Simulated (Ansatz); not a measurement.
Write the native input for Ansatz 0.2.0 that does the following.

```yaml
Task: relaxation of cell and atoms
Functional: revPBE
Dispersion: D3(BJ)
Potentials_or_basis: Ansatz PAW
Cutoff: "420 eV (not typed: the program's choice for these potentials)"
k_mesh: 10 × 10 × 10
Occupations: fermi-dirac, width 0.05 eV
Spin: no spin polarisation
```

Crystal: Au.

```
CELL_PARAMETERS angstrom
2.74841 0.00000 0.00000
0.00000 2.74841 0.00000
0.00000 0.00000 2.74841
ATOMIC_POSITIONS crystal
Au 0.50000 0.50000 0.50000
```

The cell was built by a generator and needn't be a form met in nature.

One way to write it, as run:

input.yaml

```yaml
crystal:
  lattice:
    - [2.74841, 0.0, 0.0]
    - [0.0, 2.74841, 0.0]
    - [0.0, 0.0, 2.74841]
  atoms:
    - { symbol: Au, position: [0.5, 0.5, 0.5] }
hamiltonian:
  xc: revpbe
  pseudopotentials: { kind: paw }
  dispersion: d3bj
kpoints:
  mp_grid: { grid: [10, 10, 10] }
scf:
  occupations: { method: fermi_dirac, width: 0.05 }
output:
  forces: true
  stress: true
  eigenvalues: true
relax:
  f_tol: 0.01
  max_steps: 40
  cell: { stress_tol: 0.05 }
```

Potentials or basis: Ansatz PAW.

Launch:

```sh
$ ansatz run input.yaml --threads 2 --pin off --max-ram 5632MiB --backend cpu --events-out ev --progress --plain --runs-dir out
```

Results of the run:

* Relaxed volume: 19.73 Å³/atom
* Relaxed cell: a = 2.702 Å, b = 2.702 Å, c = 2.702 Å, α = 90.00°, β = 90.00°, γ = 90.00°
* Space group after relaxing (to 0.05 Å): Pm-3m (No. 221)
* Energy gained by relaxing: 18.2 meV/atom
* Ionic steps: 4
* Pressure after relaxing: 0.0 GPa
* Band gap on the k mesh: none (metal or under the smearing width)

Caveat: the plane-wave basis is chosen anew once the cell has moved, so the energies of steps on either side of that aren't comparable; pairwise dispersion overbinds metals, which lowers pressure and volume; the PAW data sets come from PBE, with cores solved anew for the run's functional, which leaves a small shift of forces and pressure.

Wall time 2.1 s on 2 threads of Intel(R) Xeon(R) 6975P-C (Granite Rapids), on a shared host, peak memory 0.34 GiB.
